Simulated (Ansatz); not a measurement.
**Relaxing HgTe2**

Computed with DFT PBEsol, scalar-relativistic, plane waves, PAW in Ansatz. Settings: 420 eV cutoff, 12×12×8 k-mesh, Gaussian smearing of 0.10 eV, no spin polarisation.

What was changed in Te2Au: Au → Hg on all its sites, cell and atoms relaxed.

Spin–orbit coupling is left out, which can shift energies with elements as heavy as these.

Command:

```bash
ansatz run input.yaml --threads 1 --pin off --max-ram 2560MiB --backend cpu --events-out ev --progress --plain --runs-dir out
```

Input:

```yaml
crystal:
  lattice:
    - [3.746759938, -2.1638224915, 0.0014540582]
    - [3.746759938, 2.1638224915, 0.0014540582]
    - [-0.0015970753, 0.0, 5.1999979235]
  atoms:
    - { symbol: Te, position: [0.6665859183, 0.6665859183, 0.6957818585] }
    - { symbol: Te, position: [0.3334140817, 0.3334140817, 0.3042181415] }
    - { symbol: Hg, position: [0.0, 0.0, 0.0] }
basis:
  ecutwfc: 420
kpoints:
  mp_grid: { grid: [12, 12, 8] }
hamiltonian:
  xc: pbesol
scf:
  occupations: { method: gaussian, width: 0.1 }
output:
  forces: true
  stress: true
  eigenvalues: true
relax:
  adjacent_minimum: "off"
  f_tol: 0.01
  max_steps: 60
  cell: { stress_tol: 0.1 }
```

F is the free energy. Steps run on the plane waves of an earlier cell, but the last one, and at times one on the way, on a freshly chosen basis, so a repeated geometry can differ a little in energy.

Steps:

```tsv
step	F − F(1) (eV)	largest force component (eV/Å)	V (Å³/atom)	P (GPa)
1	0.0000	0.102	28.105	-0.17
2	-0.0012	0.089	27.913	0.18
3	-0.0024	0.004	28.007	-0.01
4	-0.0023	0.004	28.007	-0.01
```

Relaxed structure:

```yaml
crystal:
  lattice:
    - [3.73116, -2.15436, 0.00131]
    - [3.73116, 2.15436, 0.00131]
    - [-0.00180, 0.00000, 5.22639]
  atoms:
    - { symbol: Te, position: [0.66664, 0.66664, 0.69284] }
    - { symbol: Te, position: [0.33336, 0.33336, 0.30716] }
    - { symbol: Hg, position: [0.00000, 0.00000, 0.00000] }
```

It takes space group P-3m1 (No. 164, trigonal). Conventional cell: a = 4.309 Å, b = 4.309 Å, c = 5.226 Å, α = 90.00°, β = 90.00°, γ = 120.00°. Around Te (site symmetry 3m) lie 3 Hg at 2.96 Å and 3 Te at 3.20 Å. Around Hg (site symmetry -3m) lie 6 Te at 2.96 Å.

The run converged. Time: 3.2 min on 1 thread of Arm Neoverse V2, on a shared host, peak memory 0.83 GiB.